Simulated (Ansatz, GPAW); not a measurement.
**Au: 3 runs at one level of theory**

```
Au
1.0
     0.00000    2.03500    2.03500
     2.03500    0.00000    2.03500
     2.03500    2.03500    0.00000
Au
1
Direct
  0.00000 0.00000 0.00000
```

Alike in all runs: task single point; functional PBE; k mesh 11 × 11 × 11; occupations gaussian, width 0.024 eV; no spin polarisation; no spin-orbit coupling. Pressure is positive in compression and, in plane waves, holds the error of the finite cutoff, which Ansatz's Pulay term estimates and takes out.

| program and potentials | plane-wave cutoff (eV) | notes | pressure (GPa) |
| --- | --- | --- | --- |
| Ansatz, Ansatz PAW | 420 | 19 valence electrons an atom on average; Pulay term of +0.06 GPa included | 10.84 |
| Ansatz, all-electron LAPW, scalar-relativistic | - | - | 10.81 |
| GPAW, GPAW PAW data sets (gpaw-data 1.2.1) | 600 | 11 valence electrons an atom on average | 13.36 |

The pressure spans 10.81 (Ansatz, all-electron LAPW, scalar-relativistic) to 13.36 GPa (GPAW, GPAW PAW data sets (gpaw-data 1.2.1)), with all-electron results at 10.81. The cell lies far from this level's equilibrium.

Differences between rows come from potentials, basis sets and numerical settings, since the functional is the same but for its coding. Runs on potential files found faulty are left out.
